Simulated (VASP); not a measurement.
# HgSe (d3) (F-43m) in VASP: a series of runs, part 2 of 2

VASP 6.6.1. The steps go on from the part before.

## (3) Relaxation of cell and atoms, PBE+D3(BJ)

This run uses another cell than the first one, of 28.07 Å³/atom, 0.955 times its volume.

Input file INCAR:

```
SYSTEM = HgSe
PREC     = Accurate       ! precision mode
ENCUT    = 600            ! plane-wave cutoff, eV
EDIFF    = 1E-6           ! SCF threshold, eV
ISMEAR   = 0              ! smearing method
SIGMA    = 0.1            ! smearing width, eV
LREAL    = .False.        ! projectors in reciprocal space
LASPH    = .True.         ! aspherical terms in the spheres
NELM     = 100            ! most SCF steps
ALGO     = Normal         ! electronic algorithm
ISIF     = 3              ! what is computed and relaxed
LWAVE    = .False.        ! write WAVECAR
LCHARG   = .False.        ! write CHGCAR
GGA      = PE             ! functional
IVDW     = 12             ! dispersion correction
IBRION   = 2              ! ionic algorithm
NSW      = 100            ! ionic steps
EDIFFG   = -0.002         ! ionic threshold
```

Input file KPOINTS:

```
regular mesh
0
Gamma
  12 12 12
  0 0 0
```

Input file POSCAR:

```
HgSe
1.0
    0.0000000000      3.0390000000      3.0390000000
    3.0390000000      0.0000000000      3.0390000000
    3.0390000000      3.0390000000      0.0000000000
Hg Se
1 1
Direct
    0.0000000000      0.0000000000      0.0000000000
    0.2500000000      0.2500000000      0.2500000000
```

Potentials or basis: VASP PAW PBE potentials, release 64 (Hg, Se).

Started as:

```sh
$ cat potpaw_PBE.64/Hg/POTCAR potpaw_PBE.64/Se/POTCAR > POTCAR
$ mpirun -np 1 vasp_std > vasp.out
```

OUTCAR:

```text
SYSTEM = HgSe
   PREC = Accurate
   ENCUT = 600
   EDIFF = 1E-6
   ISMEAR = 0
   LREAL = .False.
   LASPH = .True.
   NELM = 100
   ISIF = 3
   GGA = PE
   IVDW = 12
   IBRION = 2
   NSW = 100
   EDIFFG = -0.002
 IVDW          = 12

 ion  position               nearest neighbor table
   1  0.000  0.000  0.000-   2 2.63   2 2.63   2 2.63   2 2.63
   2  0.250  0.250  0.250-   1 2.63   1 2.63   1 2.63   1 2.63

  LATTYP: Found a face centered cubic cell.
 ALAT       =     6.0780000000

  Lattice vectors:

 A1 = (   0.0000000000,   3.0390000000,   3.0390000000)
 A2 = (   3.0390000000,   0.0000000000,   3.0390000000)
 A3 = (   3.0390000000,   3.0390000000,   0.0000000000)

Analysis of symmetry for initial positions (statically):
=====================================================================
 Subroutine PRICEL returns:
 Original cell was already a primitive cell.

 Routine SETGRP: Setting up the symmetry group for a
 face centered cubic supercell.

 Subroutine GETGRP returns: Found 24 space group operations
 (whereof 24 operations were pure point group operations)
 out of a pool of 48 trial point group operations.

The static configuration has the point symmetry T_d .

Analysis of symmetry for dynamics (positions and initial velocities):
=====================================================================
 Subroutine PRICEL returns:
 Original cell was already a primitive cell.

 Routine SETGRP: Setting up the symmetry group for a
 face centered cubic supercell.

[... 156 lines left out ...]

------------------------ aborting loop because EDIFF is reached ----------------------------------------

 Edisp (eV)   -0.67228

 E8    (eV) :    -0.2914
[... 71 lines left out ...]
--------------------------------------- Ionic step        3  -------------------------------------------

 number of electron      18.0000001 magnetization

 Free energy of the ion-electron system (eV)
  ---------------------------------------------------
  ext. energy  EPLUGINS =         0.00000000
  ---------------------------------------------------
  free energy    TOTEN  =        -4.07374292 eV

  energy without entropy =       -4.07357906  energy(sigma->0) =       -4.07366099

 E-fermi :   1.3561     XC(G=0):  -8.8173

 val. band max:        1.2847866552   @ k =   0.0000   0.0000   0.0000
 cond. band min:       1.6277054733   @ k =   0.0833   0.0000   0.0000
 fundamental gap:      0.3429188182
 Fermi energy:         1.3560735047

 k-point     1 :       0.0000    0.0000    0.0000
  band No.  band energies     occupation
      1     -11.8411      2.00000
      2      -5.6005      2.00000
      3      -5.6005      2.00000
      4      -5.6005      2.00000
      5      -4.9385      2.00000
      6      -4.9385      2.00000
      7       0.2865      2.00000
      8       1.2848      1.68662
      9       1.2848      1.68662
     10       1.2848      1.68662
     11       6.8354      0.00000
     12       6.8354      0.00000
     13       6.8354      0.00000
[... 354 lines left out ...]
  band No.  band energies     occupation
      1     -11.3754      2.00000
      2      -5.4198      2.00000
      3      -5.3830      2.00000
      4      -4.9546      2.00000
      5      -4.9114      2.00000
      6      -4.6433      2.00000
      7      -3.7079      2.00000
      8      -0.6095      2.00000
      9       0.1891      2.00000
     10       3.4236      0.00000
     11       6.8153      0.00000
     12       8.0576      0.00000
     13       8.1277      0.00000

 [... further k-points ...]

------------------------ aborting loop because EDIFF is reached ----------------------------------------

 Edisp (eV)   -0.63387

 E8    (eV) :    -0.2740
[... 25 lines left out ...]
  FREE ENERGIE OF THE ION-ELECTRON SYSTEM (eV)
  ---------------------------------------------------
  free  energy   TOTEN  =        -4.7076118656 eV

  energy  without entropy=       -4.7074480081  energy(sigma->0) =       -4.70752994

 reached required accuracy - stopping structural energy minimisation
```

It took 48 s on 1 thread of Intel Xeon 6975P-C (Granite Rapids), shared host; peak memory 0.27 GiB.

Results:

| Item | Value |
| --- | --- |
| Free energy | -4.7076 eV |
| Relaxed volume | 29.54 Å³/atom |
| Relaxed cell | a = 4.372 Å, b = 4.372 Å, c = 4.372 Å, α = 60.00°, β = 60.00°, γ = 60.00° |
| Space group after relaxing (to 0.05 Å) | F-43m (No. 216) |
| Energy gained by relaxing | 12.5 meV/atom |
| Ionic steps | 3 |
| Pressure after relaxing | 0.0 GPa |
| Band gap on the k mesh | none (metal or under the smearing width) |
| Dispersion energy per atom | -0.317 eV |

Step by step:
| step | energy change (eV) | largest force (eV/Å) | pressure (GPa) | volume (Å³) |
| --- | --- | --- | --- | --- |
| 1 | 0.0000 | 0.0000 | 2.86 | 56.13 |
| 2 | -0.0214 | 0.0000 | -0.93 | 60.31 |
| 3 | -0.0250 | 0.0000 | 0.01 | 59.09 |

Final structure:
```cif
data_structure
_symmetry_space_group_name_H-M 'P 1'
_symmetry_Int_Tables_number 1
_cell_length_a 4.3719
_cell_length_b 4.3719
_cell_length_c 4.3719
_cell_angle_alpha 60.000
_cell_angle_beta 60.000
_cell_angle_gamma 60.000
_cell_volume 59.09
loop_
_atom_site_label
_atom_site_type_symbol
_atom_site_fract_x
_atom_site_fract_y
_atom_site_fract_z
_atom_site_occupancy
Hg1 Hg 0.00000 0.00000 0.00000 1
Se1 Se 0.25000 0.25000 0.25000 1
```

Caveat: pairwise dispersion overbinds metals, which lowers pressure and volume.

## (4) Single point, PBE+D3(BJ)

This run uses another cell than the first one, of 28.52 Å³/atom, 0.970 times its volume.

Input file INCAR:

```
PREC = Accurate
ENCUT = 520
EDIFF = 1E-7
ISMEAR = 0
SIGMA = 0.1
LREAL = F
LASPH = T
NELM = 100
ALGO = Fast
ISIF = 2
LWAVE = F
LCHARG = F
GGA = PE
IVDW = 12
NBANDS = 16
```

Input file KPOINTS:

```
Automatic mesh
0
Gamma
  12 12 12
```

Input file POSCAR:

```
HgSe
1.0
    0.0000000000      3.0551892271      3.0551892271
    3.0551892271      0.0000000000      3.0551892271
    3.0551892271      3.0551892271      0.0000000000
Hg Se
1 1
Direct
    0.0000000000      0.0000000000      0.0000000000
    0.2500000000      0.2500000000      0.2500000000
```

Started as:

```sh
$ cat potpaw_PBE.64/Hg/POTCAR potpaw_PBE.64/Se/POTCAR > POTCAR
$ mpirun -np 1 vasp_std > vasp.out
```

Wall time 17 s (1 thread of Intel Xeon 6975P-C (Granite Rapids), shared host); peak memory 0.23 GiB.

It converged, with:

- Free energy: -4.6958 eV
- Pressure: 1.9 GPa
- Band gap on the k mesh: none (metal or under the smearing width)
- Dispersion energy per atom: -0.330 eV

Levels at points of the mesh, in eV from the Fermi level:
```tsv
k point	band 7	band 8	band 9	band 10	band 11	band 12
(0.00, 0.00, 0.00)	-1.02	-0.07	-0.07	-0.07	5.44	5.44
(0.50, 0.00, 0.00)	-5.49	-1.02	-1.02	1.05	6.19	6.19
(0.50, 0.50, 0.00)	-5.09	-2.31	-2.31	2.70	2.96	8.38
```

Caveat: pairwise dispersion overbinds metals, which lowers pressure and volume. Spin-orbit coupling is left out, which matters for the levels of Hg.

## (5) The runs side by side

| task | cell | cutoff (eV) | gap on the mesh (eV) | pressure (GPa) |
| --- | --- | --- | --- | --- |
| single point | F-43m, 29.4 Å³/atom | 520 | none | 0.2 |
| relaxation of cell and atoms | relaxed | 600 | none | 0.0 |
| single point | F-43m, 28.52 Å³/atom | 520 | none | 1.9 |

Alike in all rows: level PBE+D3(BJ); potentials or basis VASP PAW PBE potentials, release 64 (Hg, Se); no spin polarisation; k mesh 12 × 12 × 12; smearing gaussian 0.1 eV.

Caveats: pairwise dispersion overbinds metals, which lowers pressure and volume.

Absolute energies hang on the potentials; compare differences alone.
